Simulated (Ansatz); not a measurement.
Crystal: BeTe.

```
CELL_PARAMETERS angstrom
0.00000 2.77000 2.77000
2.77000 0.00000 2.77000
2.77000 2.77000 0.00000
ATOMIC_POSITIONS crystal
Te 0.75000 0.75000 0.75000
Be 0.00000 0.00000 0.00000
```

```yaml
Program: Ansatz 0.2.0
Task: relaxation of cell and atoms
Functional: RPBE
Dispersion: D3(BJ)
Potentials_or_basis: all-electron LAPW, scalar-relativistic
Basis_error_allowed: 0.001 eV/atom
k_mesh: 8 × 8 × 8
Occupations: fermi-dirac, width 0.05 eV
Spin: no spin polarisation
```

At the start: volume 21.25 Å³/atom.

Q: Where does the relaxation end?

A: Over 5 steps the energy falls by 61.4 meV/atom and the volume is 18.80 Å³/atom (-11.5 %); space group F-43m (No. 216, to 0.05 Å).

Step by step:
```csv
step,energy change (eV),largest force (eV/Å),volume (Å³)
1,0.0000,0.0000,42.51
2,-0.1157,0.0000,36.54
3,-0.1226,0.0000,37.79
4,-0.1229,0.0000,37.60
5,-0.1229,0.0000,37.60
```

Final structure:
```cif
data_structure
_symmetry_space_group_name_H-M 'P 1'
_symmetry_Int_Tables_number 1
_cell_length_a 3.7604
_cell_length_b 3.7604
_cell_length_c 3.7604
_cell_angle_alpha 60.000
_cell_angle_beta 60.000
_cell_angle_gamma 60.000
_cell_volume 37.60
loop_
_atom_site_label
_atom_site_type_symbol
_atom_site_fract_x
_atom_site_fract_y
_atom_site_fract_z
_atom_site_occupancy
Te1 Te 0.75000 0.75000 0.75000 1
Be1 Be 0.00000 0.00000 0.00000 1
```

Caveat: the volume moved by -12 % from the deposited cell, more than functionals usually miss.
